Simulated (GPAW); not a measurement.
Runs of GPAW 26.7.0 on FeO (Wuestite). It takes space group R-3m (No. 166, trigonal). The conventional cell has a = 3.038 Å, b = 3.038 Å, c = 7.559 Å, α = 90.00°, β = 90.00°, γ = 120.00°. Fe (site symmetry -3m) is surrounded by 6 O at 2.16 Å. O (site symmetry -3m) has 6 Fe at 2.16 Å as nearest neighbours. 

```csv
level,U,pressure (GPa),moment (μB)
PBEsol,-,-7.9,4.00
PBEsol+U,Fe d U = 1 eV,-7.6,4.00
PBEsol+U,Fe d U = 8 eV,(b),4.06
PBEsol+U,Fe d U = 4 eV,(a),4.00
PBEsol+U,Fe d U = 6 eV,-4.9,4.03
PBEsol+U,Fe d U = 3 eV,-6.9,4.00
PBEsol+U,Fe d U = 2 eV,-7.3,4.00
```

Alike in all rows: task band structure; potentials or basis PAW data sets generated in the run's folder for this functional, pw; spin collinear, ferromagnetic start; cell as given; k mesh 8 × 8 × 8; cutoff (eV) 800; smearing fermi-dirac 0.05 eV.

**Question.** Estimate the missing entries.

**Answer.** (a) -6.4; (b) -3.1.

Caveats: a cell with one magnetic atom can't hold antiferromagnetic order, which such compounds often take.
